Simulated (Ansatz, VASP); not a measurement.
# Two plane-wave programs on Fe

```xyz
1
Lattice="0.0000 1.9673 1.9910 1.5182 0.0000 1.9910 1.5182 1.9673 0.0000" Properties=species:S:1:pos:R:3 pbc="T T T"
Fe    0.0000    0.0000    0.0000
```

Change from the starting cell: volume scaled by 1.04.

Alike in both runs: task single point; functional PBE; k mesh 13 × 13 × 13; occupations fermi-dirac, width 0.05 eV; collinear spin, ferromagnetic start.

```csv
,VASP,Ansatz
version,VASP 6.6.1,Ansatz 0.2.0
potentials or method,"VASP PAW PBE potentials, release 64 (Fe)",Ansatz PAW
plane-wave cutoff (eV),520,420
valence electrons in the cell,8,16
```

|  | VASP | Ansatz | Ansatz less VASP |
| --- | --- | --- | --- |
| gap on the k mesh at the Fermi level (eV) | none | none | - |
| pressure (GPa) | -6.7 | -7.0 | -0.25 |
| largest component of the traceless stress (GPa) | 4.00 | 4.04 | +0.040 |
| net moment per atom (μB) | 2.30 | 2.27 | -0.027 |
| size of the moment on the site where the two differ most (μB) | 2.30 | 2.32 | +0.021 |

Site moments also hang on the region over which each program counts them. A gap of «none» marks a metal or a gap that the smearing closes. The two sets of potentials don't hold the same shells in valence.
